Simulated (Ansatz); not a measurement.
# BaTiO3: the cost of one run

All numbers below are computed with Ansatz 0.2.0 (DFT PBEsol, scalar-relativistic, plane waves, PAW).

3 further runs of the same task are left out: 3 set aside as unsound or not needed.

## Step 1: The system as given

The cell holds 30 atoms (CBa6O18Ti5): a = 6.916 Å, b = 6.916 Å, c = 8.948 Å, α = 74.90°, β = 74.90°, γ = 69.66°.

The coordinates of this cell stand in the input of its own run.

The host was relaxed before at PBEsol: a = 3.950 Å, b = 5.657 Å, c = 5.677 Å, α = 90.00°, β = 90.00°, γ = 90.00° (conventional cell), 12.686 Å³/atom.

Places, in fractions of the supercell: C in place of Ti at (0.825, 0.325, 0.667). The start keeps the symmetry of the ideal site.

## Step 2: Band edges of the host over the zone

Input file input.yaml:

```yaml
crystal:
  lattice:
    - [3.9499158408, 0.0, 0.0]
    - [0.0, 2.8284512529, 2.8386567309]
    - [0.0, -2.8284512529, 2.8386567309]
  atoms:
    - { symbol: Ba, position: [0.0, 0.0036319266, 0.0036319266] }
    - { symbol: Ti, position: [0.5, 0.5164790853, 0.5164790853] }
    - { symbol: O, position: [0.5, 0.9814796896, 0.4903218797] }
    - { symbol: O, position: [0.5, 0.4903218797, 0.9814796896] }
    - { symbol: O, position: [0.0, 0.4879874188, 0.4879874188] }
basis:
  ecutwfc: 420
  xc_grid: 2
kpoints:
  mp_grid: { grid: [6, 6, 6] }
  band_path: { path: [VBM, CBM], npoints: 2 }
hamiltonian:
  xc: pbesol
scf:
  occupations: { method: gaussian, width: 0.02 }
output:
  forces: true
  stress: true
  eigenvalues: true
```

The run is started by

```
ansatz run input.yaml --threads 8 --pin off --max-ram 16384MiB --backend cpu --events-out ev --progress --plain --runs-dir out
```

Q: Estimate wall time and peak memory on 8 threads of Arm Neoverse V2, shared host.

About 4.7 s, with a peak of 0.51 GiB.
